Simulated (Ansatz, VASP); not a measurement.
**Two plane-wave programs on Sn**

```
Sn
1.0
     0.00000    3.32815    3.32815
     3.32815    0.00000    3.32815
     3.32815    3.32815    0.00000
Sn
2
Direct
  0.50000 0.50000 0.50000
  0.75000 0.75000 0.75000
```

Alike in both runs: functional PBE; k mesh 12 × 12 × 12; occupations gaussian, width 0.1 eV; no spin polarisation.

Ansatz relaxed the structure, and its values are those at the end. VASP's run is a single point on that final structure, the one shown.

|  | VASP | Ansatz |
| --- | --- | --- |
| version | VASP 6.6.1 | Ansatz 0.2.0 |
| potentials or method | VASP PAW PBE potentials, release 64 (Sn_d) | scalar-relativistic, plane waves, PAW |
| plane-wave cutoff (eV) | 520 | 420 |
| valence electrons in the cell | 28 | 28 |

VASP gave:

```
gap on the k mesh at the Fermi level (eV) : none
pressure (GPa)                            : -0.1
```

Question: Which values does Ansatz return?

Answer: gap on the k mesh at the Fermi level (eV): none; pressure (GPa): 0.0.

A gap of «none» marks a metal or a gap that the smearing closes.
